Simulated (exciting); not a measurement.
# SiO2: the Si L₂,₃ edge from the Bethe–Salpeter equation

Aim: the Si L₂,₃ absorption edge of SiO2 with the electron–hole interaction treated explicitly, and what each term of the kernel does.

Method: X-ray absorption, core-level Bethe-Salpeter equation, exchange and statically screened direct term, Tamm-Dancoff, all-electron LAPW+lo PBEsol, in exciting sodium.

Report form: the programs' logs are mostly left out.

### Step 1. The structure

It takes space group P3_221 (No. 154, trigonal). Conventional cell: a = 4.916 Å, b = 4.916 Å, c = 5.408 Å, α = 90.00°, β = 90.00°, γ = 120.00°. Nearest to Si lie 4 O at 1.61 Å. O has 2 Si at 1.61 Å nearest. Farther neighbours and most contacts between anions are not listed.

Structure file:

```xyz
9
Lattice="4.9164 0.0000 0.0000 -2.4582 4.2577 0.0000 0.0000 0.0000 5.4084" Properties=species:S:1:pos:R:3 pbc="T T T"
Si    1.3035    2.2577    0.0000
Si   -1.1547    2.0000    1.8028
Si    2.3094    0.0000    3.6056
O     0.7839    3.6362    4.7653
O    -1.0828    3.1184    2.9625
O     0.2990    1.7607    1.1597
O     2.7571    2.4970    0.6431
O     3.2420    0.6215    2.4459
O     1.3754    1.1393    4.2487
```

Differences between curves are given as r.m.s. difference over r.m.s. height.

### Step 2. Ground state

The species files are the program's own, with muffin-tin radii set in the input.

The input, input.xml:

```
<input>
  <title>SiO2</title>
  <structure speciespath="." autormt="false" epslat="1.0e-5">
    <crystal>
      <basevect>9.2905739284 0.0000000000 0.0000000000</basevect>
      <basevect>-4.6452869642 8.0458730376 0.0000000000</basevect>
      <basevect>0.0000000000 0.0000000000 10.2203947706</basevect>
    </crystal>
    <species speciesfile="Si.xml" rmt="1.708">
      <atom coord="0.5302700000 0.5302700000 0.0000000000"/>
      <atom coord="0.0000000000 0.4697300000 0.3333333333"/>
      <atom coord="0.4697300000 0.0000000000 0.6666666667"/>
    </species>
    <species speciesfile="O.xml" rmt="1.238">
      <atom coord="0.5864600000 0.8540400000 0.8810866667"/>
      <atom coord="0.1459600000 0.7324200000 0.5477533333"/>
      <atom coord="0.2675800000 0.4135400000 0.2144200000"/>
      <atom coord="0.8540400000 0.5864600000 0.1189133333"/>
      <atom coord="0.7324200000 0.1459600000 0.4522466667"/>
      <atom coord="0.4135400000 0.2675800000 0.7855800000"/>
    </species>
  </structure>
  <groundstate do="fromscratch" xctype="GGA_PBE_SOL" ngridk="3 3 3" rgkmax="6.5" gmaxvr="14" nempty="8" swidth="0.001" maxscl="100" epsengy="1e-5"/>
</input>
```

On the command line:

```sh
$ OMP_NUM_THREADS=1 mpirun -n 2 exciting
```

The job ended after 12 min (2 MPI ranks of Arm Neoverse V1, shared host).

The mesh shows a gap of 5.88 eV. Core levels (Dirac, from the valence top):

```
atom  level  energy (eV)
  Si  1s1/2      -1774.9
  Si  2s1/2       -131.7
  Si  2p1/2        -88.5
  Si  2p3/2        -87.8
   O  1s1/2       -501.8
```

### Step 3. A richer basis for the empty states

Each species file gets more local orbitals, built from u and its energy derivative at 0.15 Ha and u at 0.9 Ha.

input.xml is that of step 2.

The input, SPECIES.xml, added lines:

```
<lo l="L">  <!-- L = 0, 1, 2 -->
  <wf matchingOrder="0" trialEnergy="0.1500" searchE="false"/>
  <wf matchingOrder="1" trialEnergy="0.1500" searchE="false"/>
  <wf matchingOrder="0" trialEnergy="0.9000" searchE="false"/>
</lo>
```

On the command line:

```sh
$ OMP_NUM_THREADS=1 mpirun -n 2 exciting
```

Run time: 13 min. Hardware: 2 MPI ranks.

Against the first ground state the total energy moves by -9 meV an atom and the gap by 0.00 eV.

### Step 4. Screening, kernels and BSE for Si atom 1

The absorber has 4 O at 1.61 Å (tetrahedral, site symmetry 2).

input.xml, as its differences from that of step 3:

```diff
@@ -22,3 +22,19 @@
   </structure>
-  <groundstate do="fromscratch" xctype="GGA_PBE_SOL" ngridk="3 3 3" rgkmax="6.5" gmaxvr="14" nempty="8" swidth="0.001" maxscl="100" epsengy="1e-5"/>
+  <groundstate do="skip" xctype="GGA_PBE_SOL" ngridk="3 3 3" rgkmax="6.5" gmaxvr="14" nempty="8" swidth="0.001" maxscl="100" epsengy="1e-5"/>
+  <xs xstype="BSE" ngridk="3 3 2" ngridq="3 3 2" vkloff="0.097 0.273 0.493" rgkmax="6.5" nempty="42" gqmax="3" lmaxapwwf="5" lmaxemat="3" broad="0.01654" tevout="true">
+    <energywindow intv="3.002 4.642" points="446"/>
+    <screening screentype="full" nempty="70"/>
+    <BSE xas="true" xasspecies="1" xasatom="1" xasedge="L23" bsetype="singlet" nstlxas="1 38"/>
+    <qpointset>
+      <qpoint>0 0 0</qpoint>
+    </qpointset>
+    <plan>
+      <doonly task="xsgeneigvec"/>
+      <doonly task="writepmatxs"/>
+      <doonly task="scrgeneigvec"/>
+      <doonly task="scrwritepmat"/>
+      <doonly task="screen"/>
+      <doonly task="scrcoulint"/>
+    </plan>
+  </xs>
 </input>
```

The input, input.xml for the exchange start (cutoff and plan only):

```
  gqmax="2.5"
  <plan>
    <doonly task="exccoulint"/>
  </plan>
```

The input, input.xml for the last start (plan only):

```
  <plan>
    <doonly task="bse"/>
  </plan>
```

On the command line:

```sh
$ OMP_NUM_THREADS=1 mpirun -n 2 exciting
$ OMP_NUM_THREADS=1 mpirun -n 2 exciting
$ OMP_NUM_THREADS=2 exciting
```

Elapsed: 36 min, on 2 MPI ranks.

Wall time by task: xsgeneigvec 99 s, writepmatxs 9.1 s, scrgeneigvec 1.7 min, scrwritepmat 12 s, screen 4.6 min, scrcoulint 4.9 min, exccoulint 22 min, bse 61 s.

The Si L₂,₃ spectrum of Si atom 1 (energy from the Kohn–Sham onset, core level to the lowest empty state found on the meshes used, 93.68 eV; the ground-state mesh sets it, and the shifted mesh has its lowest transition 0.75 eV above it; Im ε scaled to the maximum of the singlet run; cut below the end of the band set):

```
E (eV)  isotropic  ε ⊥ c  ε ∥ c
  -6.5       0.02   0.02   0.02
  -6.0       0.03   0.03   0.03
  -5.5       0.03   0.03   0.03
  -5.0       0.04   0.04   0.04
  -4.5       0.05   0.05   0.05
  -4.0       0.07   0.07   0.07
  -3.5       0.11   0.11   0.10
  -3.0       0.18   0.18   0.17
  -2.5       0.39   0.39   0.37
  -2.0       0.90   0.93   0.86
  -1.5       0.89   0.91   0.85
  -1.0       0.84   0.85   0.82
  -0.5       1.00   1.01   0.98
   0.0       0.91   0.92   0.89
   0.5       0.67   0.67   0.68
   1.0       0.48   0.48   0.48
   1.5       0.38   0.37   0.41
   2.0       0.39   0.38   0.39
   2.5       0.43   0.43   0.42
   3.0       0.45   0.44   0.48
   3.5       0.46   0.44   0.48
   4.0       0.49   0.47   0.51
   4.5       0.52   0.51   0.54
   5.0       0.60   0.60   0.58
   5.5       0.75   0.78   0.68
   6.0       0.84   0.89   0.75
   6.5       0.78   0.80   0.75
   7.0       0.62   0.62   0.63
   7.5       0.51   0.49   0.54
   8.0       0.44   0.41   0.51
   8.5       0.40   0.37   0.47
   9.0       0.38   0.36   0.43
   9.5       0.39   0.38   0.42
  10.0       0.38   0.37   0.40
  10.5       0.35   0.34   0.37
  11.0       0.34   0.35   0.34
  11.5       0.32   0.34   0.30
  12.0       0.31   0.33   0.26
  12.5       0.31   0.33   0.25
  13.0       0.34   0.35   0.30
  13.5       0.36   0.37   0.34
  14.0       0.35   0.35   0.34
  14.5       0.33   0.33   0.33
  15.0       0.34   0.34   0.34
  15.5       0.36   0.36   0.37
  16.0       0.36   0.36   0.35
  16.5       0.33   0.34   0.33
  17.0       0.31   0.31   0.30
```

Maxima (height): -1.9 eV (0.97), -0.5 eV (1.00), 6.1 eV (0.85), 13.6 eV (0.36) and 15.6 eV (0.36).

The Hamiltonian has 4104 rows. The lowest groups of eigenvalues and the brightest ones, on the scale above (the program counts from the shifted mesh's onset, 0.75 eV higher). Core spinors bring spin-forbidden partners, so dark means forbidden by spin or by symmetry, and the shifted mesh splits states that symmetry would keep together:

```
energy (eV)  states within 10 meV  relative strength
     -1.940                     2               0.23
     -1.927                     2               1.00
     -1.295                     2               0.70
     -0.762                     1             0.0025
     -0.644                     2              0.084
     -0.624                     1               0.23
     -0.602                     2               0.23
     -0.219                     2               0.14
      0.038                     2               0.19
```

### Step 5. Independent particles

input.xml, as its differences from that of step 4:

```diff
@@ -26,3 +26,3 @@
     <screening screentype="full" nempty="70"/>
-    <BSE xas="true" xasspecies="1" xasatom="1" xasedge="L23" bsetype="singlet" nstlxas="1 38"/>
+    <BSE xas="true" xasspecies="1" xasatom="1" xasedge="L23" bsetype="IP" nstlxas="1 38"/>
     <qpointset>
@@ -31,8 +31,3 @@
     <plan>
-      <doonly task="xsgeneigvec"/>
-      <doonly task="writepmatxs"/>
-      <doonly task="scrgeneigvec"/>
-      <doonly task="scrwritepmat"/>
-      <doonly task="screen"/>
-      <doonly task="scrcoulint"/>
+      <doonly task="bse"/>
     </plan>
```

On the command line:

```sh
$ OMP_NUM_THREADS=2 exciting
```

Wall time 1.5 s (2 threads).

Maxima (height): 6.4 eV (0.71), 9.7 eV (0.70), 11.4 eV (0.61), 13.3 eV (0.51) and 15.3 eV (0.59). Against the singlet run the r.m.s. difference is 71 %. Moving the earlier curve by +6.1 eV leaves 32 %. The highest maximum lies at 6.4 eV (0.71), against -0.5 eV (1.00).

### Step 6. Exchange alone

input.xml, as its differences from that of step 5:

```diff
@@ -26,3 +26,3 @@
     <screening screentype="full" nempty="70"/>
-    <BSE xas="true" xasspecies="1" xasatom="1" xasedge="L23" bsetype="IP" nstlxas="1 38"/>
+    <BSE xas="true" xasspecies="1" xasatom="1" xasedge="L23" bsetype="RPA" nstlxas="1 38"/>
     <qpointset>
```

On the command line:

```sh
$ OMP_NUM_THREADS=2 exciting
```

The job ended after 62 s (2 threads).

Maxima (height): 6.4 eV (0.68), 9.7 eV (0.69), 11.5 eV (0.60), 13.3 eV (0.51) and 15.3 eV (0.60). Against the independent-particle run the r.m.s. difference is 3 %. The highest maximum lies at 9.7 eV (0.69), against 6.4 eV (0.71).

### Step 7. Broadening

Changed against the first singlet run: half width (eV) from 0.45 to 0.11.

input.xml, as its differences from that of step 6:

```diff
@@ -23,6 +23,6 @@
   <groundstate do="skip" xctype="GGA_PBE_SOL" ngridk="3 3 3" rgkmax="6.5" gmaxvr="14" nempty="8" swidth="0.001" maxscl="100" epsengy="1e-5"/>
-  <xs xstype="BSE" ngridk="3 3 2" ngridq="3 3 2" vkloff="0.097 0.273 0.493" rgkmax="6.5" nempty="42" gqmax="3" lmaxapwwf="5" lmaxemat="3" broad="0.01654" tevout="true">
-    <energywindow intv="3.002 4.642" points="446"/>
+  <xs xstype="BSE" ngridk="3 3 2" ngridq="3 3 2" vkloff="0.097 0.273 0.493" rgkmax="6.5" nempty="42" gqmax="3" lmaxapwwf="5" lmaxemat="3" broad="0.00404" tevout="true">
+    <energywindow intv="3.002 4.642" points="1217"/>
     <screening screentype="full" nempty="70"/>
-    <BSE xas="true" xasspecies="1" xasatom="1" xasedge="L23" bsetype="RPA" nstlxas="1 38"/>
+    <BSE xas="true" xasspecies="1" xasatom="1" xasedge="L23" bsetype="singlet" nstlxas="1 38"/>
     <qpointset>
```

On the command line:

```sh
$ OMP_NUM_THREADS=2 exciting
```

Run time: 62 s. Hardware: 2 threads.

The spectrum differs from the singlet run by 40 % r.m.s. The highest maximum lies at -1.9 eV (2.92), against -0.5 eV (1.00). Only the width of each line changes; the area stays. A table step wider than the lines misses their tops.

```
E (eV)  first run  this run
  -6.0       0.03      0.01
  -5.0       0.04      0.01
  -4.0       0.07      0.02
  -3.0       0.18      0.05
  -2.0       0.90      2.06
  -1.0       0.84      0.43
   0.0       0.91      1.11
   1.0       0.48      0.45
   2.0       0.39      0.32
   3.0       0.45      0.46
   4.0       0.49      0.47
   5.0       0.60      0.60
   6.0       0.84      0.91
   7.0       0.62      0.64
   8.0       0.44      0.45
   9.0       0.38      0.34
  10.0       0.38      0.39
  11.0       0.34      0.39
  12.0       0.31      0.31
  13.0       0.34      0.33
  14.0       0.35      0.37
  15.0       0.34      0.34
  16.0       0.36      0.40
  17.0       0.31      0.31
```

### Step 8. Ground state with other settings

In this try the input is made faulty on purpose, to show what that does.

input.xml, as its differences from that of step 7:

```diff
@@ -22,14 +22,3 @@
   </structure>
-  <groundstate do="skip" xctype="GGA_PBE_SOL" ngridk="3 3 3" rgkmax="6.5" gmaxvr="14" nempty="8" swidth="0.001" maxscl="100" epsengy="1e-5"/>
-  <xs xstype="BSE" ngridk="3 3 2" ngridq="3 3 2" vkloff="0.097 0.273 0.493" rgkmax="6.5" nempty="42" gqmax="3" lmaxapwwf="5" lmaxemat="3" broad="0.00404" tevout="true">
-    <energywindow intv="3.002 4.642" points="1217"/>
-    <screening screentype="full" nempty="70"/>
-    <BSE xas="true" xasspecies="1" xasatom="1" xasedge="L23" bsetype="singlet" nstlxas="1 38"/>
-    <qpointset>
-      <qpoint>0 0 0</qpoint>
-    </qpointset>
-    <plan>
-      <doonly task="bse"/>
-    </plan>
-  </xs>
+  <groundstate do="fromscratch" xctype="GGA_PBE_SOL" ngridk="3 3 3" rgkmax="3.5" gmaxvr="14" nempty="8" swidth="0.001" maxscl="100" epsengy="1e-5"/>
 </input>
```

SPECIES.xml, added lines is that of step 3.

On the command line:

```sh
$ OMP_NUM_THREADS=1 mpirun -n 2 exciting
```

Run time: 46 s. Hardware: 2 MPI ranks.

Against the second ground state the total energy moves by 6663 meV an atom and the gap by -0.50 eV.

### Step 9. Another input

input.xml, as its differences from that of step 8:

```diff
@@ -22,3 +22,19 @@
   </structure>
-  <groundstate do="fromscratch" xctype="GGA_PBE_SOL" ngridk="3 3 3" rgkmax="3.5" gmaxvr="14" nempty="8" swidth="0.001" maxscl="100" epsengy="1e-5"/>
+  <groundstate do="skip" xctype="GGA_PBE_SOL" ngridk="3 3 3" rgkmax="3.5" gmaxvr="14" nempty="8" swidth="0.001" maxscl="100" epsengy="1e-5"/>
+  <xs xstype="BSE" ngridk="3 3 2" ngridq="3 3 2" vkloff="0.097 0.273 0.493" rgkmax="3.5" nempty="42" gqmax="3" lmaxapwwf="5" lmaxemat="3" broad="0.01654" tevout="true">
+    <energywindow intv="2.995 4.636" points="446"/>
+    <screening screentype="full" nempty="70"/>
+    <BSE xas="true" xasspecies="1" xasatom="1" xasedge="L23" bsetype="singlet" nstlxas="1 38"/>
+    <qpointset>
+      <qpoint>0 0 0</qpoint>
+    </qpointset>
+    <plan>
+      <doonly task="xsgeneigvec"/>
+      <doonly task="writepmatxs"/>
+      <doonly task="scrgeneigvec"/>
+      <doonly task="scrwritepmat"/>
+      <doonly task="screen"/>
+      <doonly task="scrcoulint"/>
+    </plan>
+  </xs>
 </input>
```

The input, input.xml for the exchange start (cutoff and plan only):

```
  gqmax="2.5"
  <plan>
    <doonly task="exccoulint"/>
  </plan>
```

On the command line:

```sh
$ OMP_NUM_THREADS=1 mpirun -n 2 exciting
$ OMP_NUM_THREADS=1 mpirun -n 2 exciting
```

It took 7.8 min on 2 MPI ranks.

The run was cut off at its time limit.

What this input changed: basis cutoff rgkmax from 6.5 to 3.5.

### Step 10. From independent particles to the full kernel

```
  level  curve passes 0.15 (eV)  highest maximum (eV)  its height
     IP                     2.1                   6.4        0.71
    RPA                     2.2                   9.7        0.69
singlet                    -3.1                  -0.5        1.00
```

```
E (eV)    IP   RPA  singlet
  -6.0  0.01  0.01     0.03
  -5.0  0.01  0.01     0.04
  -4.0  0.01  0.01     0.07
  -3.0  0.01  0.01     0.18
  -2.0  0.02  0.02     0.90
  -1.0  0.02  0.02     0.84
   0.0  0.03  0.03     0.91
   1.0  0.07  0.07     0.48
   2.0  0.14  0.13     0.39
   3.0  0.32  0.30     0.45
   4.0  0.55  0.51     0.49
   5.0  0.62  0.59     0.60
   6.0  0.68  0.65     0.84
   7.0  0.67  0.65     0.62
   8.0  0.54  0.53     0.44
   9.0  0.61  0.59     0.38
  10.0  0.67  0.67     0.38
  11.0  0.58  0.57     0.34
  12.0  0.56  0.57     0.31
  13.0  0.49  0.50     0.34
  14.0  0.48  0.48     0.35
  15.0  0.56  0.56     0.34
  16.0  0.55  0.56     0.36
  17.0  0.58  0.59     0.31
```

### Step 11. What came out

- absorber and edge: Si L₂,₃, atom 1
- surroundings: 4 O at 1.61 Å (tetrahedral, site symmetry 2)
- first bright state: -1.94 eV from the Kohn–Sham onset, on this mesh
- highest maximum: -0.5 eV
- cost of the BSE run: 36 min on 2 MPI ranks of Arm Neoverse V1, shared host; the last task ran on as many threads

Is a core exciton bound? Yes on this mesh: the first bright state (over 5 % of the brightest) lies at -1.94 eV from the Kohn–Sham onset and at -2.69 eV from the lowest bare transition of its own mesh. Changing the half width (eV) from 0.45 to 0.11 alters the spectrum by 40 % r.m.s. Exchange alone changes the independent-particle spectrum by 3 % r.m.s. With 18 k points the binding energies are rough, and fine structure above the first lines is partly noise of the mesh. Exchange and the short-range direct term aren't converged in the kernel cutoff. The zero comes from the unshifted 3×3×3 ground-state mesh; it is exact only where the band minimum lies on that mesh. The conduction states carry no spin here, so the exchange coupling to the spinor core hole is only partly held. The Kohn–Sham onset, 94 eV, is no photon energy (tabulated edge of the element: 99.2 eV): the scale needs a rigid shift. Bands and screening come from semilocal DFT, whose small gap overscreens. Vibrations and energy-dependent lifetimes are left out. The structure is a published determination, not relaxed.

[Logs are printed without paths, hosts, clocks, repeated set-up lines and the standing remarks that a program may print on its own settings, such as how far it seeks lower states.]

[Hosts, paths, dates, database ids (printed as entryN), source tags and the programs' standing remarks are cut or masked in the printed files.]
